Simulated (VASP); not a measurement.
Wanted: the native input for a VASP 6.6.1 run.

| Item | Value |
| --- | --- |
| Task | relaxation of cell and atoms |
| Functional | rev-vdW-DF2 |
| Potentials or basis | VASP PAW PBE potentials, release 64 (Sn_d, O) |
| Cutoff | 600 eV |
| k mesh | 6 × 6 × 8 |
| Occupations | fermi-dirac, width 0.05 eV |
| Spin | no spin polarisation |
| Further INCAR settings | ALGO = Fast; EDIFF = 1e-07; IBRION = 2; EDIFFG = -0.02; NSW = 40; ISIF = 3 |

The structure of SnO2 (Cassiterite) lies in POSCAR:

```
SnO2
1.0
    4.7380000000      0.0000000000      0.0000000000
    0.0000000000      4.7380000000      0.0000000000
    0.0000000000      0.0000000000      3.1865000000
Sn O
2 4
Direct
    0.5000000000      0.5000000000      0.5000000000
    0.0000000000      0.0000000000      0.0000000000
    0.8071000000      0.1929000000      0.5000000000
    0.6929000000      0.6929000000      0.0000000000
    0.1929000000      0.8071000000      0.5000000000
    0.3071000000      0.3071000000      0.0000000000
```

The input as run:

INCAR

```
PREC = Accurate ; ENCUT = 600
EDIFF = 1E-7 ; ISMEAR = -1
SIGMA = 0.05 ; LREAL = F
LASPH = T ; NELM = 80
ALGO = Fast ; ISIF = 3
LWAVE = F ; LCHARG = F
GGA = MK ; LUSE_VDW = T
AGGAC = 0.0 ; PARAM1 = 0.1234
PARAM2 = 0.711357 ; ZAB_VDW = -1.8867
IBRION = 2 ; NSW = 40
EDIFFG = -0.02
```

KPOINTS

```
Automatic mesh
0
Gamma
  6 6 8
```

Potentials or basis: VASP PAW PBE potentials, release 64 (Sn_d, O).

Run with:

```bash
$ cat potpaw_PBE.64/Sn_d/POTCAR potpaw_PBE.64/O/POTCAR > POTCAR
$ mpirun -np 1 vasp_std > vasp.out
```

It gave:

```
Relaxed volume                         : 12.39 Å³/atom
Relaxed cell                           : a = 4.790 Å, b = 4.790 Å, c = 3.239 Å, α = 90.00°, β = 90.00°, γ = 90.00°
Space group after relaxing (to 0.05 Å) : P4_2/mnm (No. 136)
Energy gained by relaxing              : 13.1 meV/atom
Ionic steps                            : 4
Pressure after relaxing                : 0.1 GPa
Largest force after relaxing           : 0.007 eV/Å
Band gap on the k mesh                 : 0.77 eV, direct
```

Caveat: the PAW data sets were made with another functional, which shifts forces and pressure a little; spin-orbit coupling is left out, which moves the levels of the heavy elements.

Run time: 8.3 min on 1 thread of Intel(R) Xeon(R) 6975P-C (Granite Rapids), on a shared host, peak memory 0.53 GiB.
